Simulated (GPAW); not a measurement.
Runs of GPAW 26.7.0 on Al. Symmetry: Fm-3m, No. 225, cubic system. Conventional cell: a = 4.050 Å, b = 4.050 Å, c = 4.050 Å, α = 90.00°, β = 90.00°, γ = 90.00°. Around Al (site symmetry m-3m) lie 12 Al at 2.86 Å. 

```csv
task,level,potentials or basis,cell,band path,band points,optimizer,fmax,max steps,gap on the mesh (eV),pressure (GPa),V0 of scaled cells (Å³/atom),relaxed volume (Å³/atom),B0 (GPa)
equation of state,RPBE,"the program's PAW data sets (release 1.2.1) made for this functional, pw",as given,-,-,-,-,-,-,-,16.85,-,77
band structure,M06-L,"GPAW PAW data sets (gpaw-data 1.2.1), pw",as given,"GXWKGLUWLK,UX",100,-,-,-,-,-2.3,-,-,-
relaxation of cell and atoms,PBEsol+D3,"PAW data sets generated in the run's folder for this functional, pw",relaxed,-,-,BFGS,0.02 eV/Å,60,none,0.1,-,15.90,-
equation of state,SOGGA,"PAW data sets generated in the run's folder for this functional, pw",as given,-,-,-,-,-,-,-,16.21,-,84
relaxation of cell and atoms,PBEsol+D3(BJ)+ATM,"PAW data sets generated in the run's folder for this functional, pw",relaxed,-,-,BFGS,0.02 eV/Å,60,none,0.0,-,15.69,-
relaxation of cell and atoms,PBEsol,"PAW data sets generated in the run's folder for this functional, pw",relaxed,-,-,BFGS,0.02 eV/Å,60,none,0.0,-,16.23,-
equation of state,PBEsol,"PAW data sets generated in the run's folder for this functional, pw",as given,-,-,-,-,-,-,-,(b),-,84
equation of state,revPBE,"the program's PAW data sets (release 1.2.1) made for this functional, pw",as given,-,-,-,-,-,-,-,16.78,-,78
relaxation of cell and atoms,PBEsol+D3(BJ),"PAW data sets generated in the run's folder for this functional, pw",relaxed,-,-,BFGS,0.02 eV/Å,60,none,0.0,-,(a),-
band structure,BP86,"PAW data sets generated in the run's folder for this functional, pw",as given,"GXWKGLUWLK,UX",60,-,-,-,-,0.5,-,-,-
```

Alike in all rows: no spin polarisation; k mesh 11 × 11 × 11; cutoff (eV) 600; smearing fermi-dirac 0.05 eV.

Problem. Fill in the values left out.

Solution. (a) 15.63; (b) 16.24.

Caveats: later steps reuse the first step's grids (some runs); pairwise dispersion overbinds metals, which lowers pressure and volume (some runs); the PAW data sets were made with another functional, which shifts forces and pressure a little (some runs).

A gap of «none» marks a metal or a gap under the smearing width.

Runs at the PBE level aren't shown here.
